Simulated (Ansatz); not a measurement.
ZnO: vibrational free energy, entropy and heat capacity

The calculation used DFT PBE, scalar-relativistic, plane waves, PAW (Ansatz 0.2.0). Plane waves to 420 eV; Γ-centred k mesh 12×12×12; fixed occupations. No spin polarisation. Phonons by linear response, acoustic sum rule imposed.

The cell, relaxed at this level:
```
Zn O
1.0
     0.00000    2.16500    2.16500
     2.16500    0.00000    2.16500
     2.16500    2.16500    0.00000
Zn O
1 1
Direct
  0.50000 0.50000 0.50000
  0.00000 0.00000 0.00000
```

The cell was relaxed from a distorted copy of a database structure.

Force constants from linear response on a 4×4×4 q mesh, interpolated to a fine mesh.

Phonon density of states, in bins of 10 cm⁻¹:
bin centre (cm⁻¹), share of modes (%) and a bar:
```
        5        0.0
       15        0.0
       25        0.0
       35        0.1
       45        0.2 #
       55        0.3 #
       65        0.5 ##
       75        0.7 ###
       85        1.1 ####
       95        1.7 ######
      105        2.6 ##########
      115        4.3 ################
      125        7.8 ##############################
      135        6.2 ########################
      145        3.8 ###############
      155        2.8 ###########
      165        2.3 #########
      175        2.2 #########
      185        2.7 ##########
      195        4.0 ###############
      205        4.4 #################
      215        4.2 ################
      225        3.8 ###############
      235        3.1 ############
      245        2.7 ##########
      255        1.7 #######
      265        2.0 ########
      275        2.4 #########
      285        1.8 #######
      295        1.8 #######
      305        1.9 #######
      315        2.0 ########
      325        1.7 #######
      335        1.3 #####
      345        1.2 #####
      355        1.1 ####
      365        1.0 ####
      375        0.8 ###
      385        0.5 ##
      395        0.2 #
      405        0.3 #
      415        0.9 ####
      425        1.8 #######
      435        2.0 ########
      445        2.0 ########
      455        2.1 ########
      465        2.3 #########
      475        2.4 #########
      485        2.1 ########
      495        0.7 ###
```

**Question.** How much zero-point energy does an atom carry?

**Answer.** 45.2 meV.

**Question.** How large are the vibrational entropy and heat capacity at 300 K?

**Answer.** S = 3.11 k_B and C_V = 2.64 k_B per atom, 88 % of the Dulong–Petit value.

**Question.** Tabulate them against temperature.

**Answer.**
```csv
T (K),F_vib (meV/atom),S (k_B/atom),C_V (k_B/atom)
100,42.9,0.81,1.38
200,30.2,2.10,2.30
300,7.6,3.11,2.64
400,-22.6,3.89,2.78
500,-58.9,4.52,2.86
600,-100.2,5.04,2.90
700,-145.6,5.49,2.92
800,-194.6,5.88,2.94
900,-246.8,6.23,2.95
1000,-301.9,6.54,2.96
```
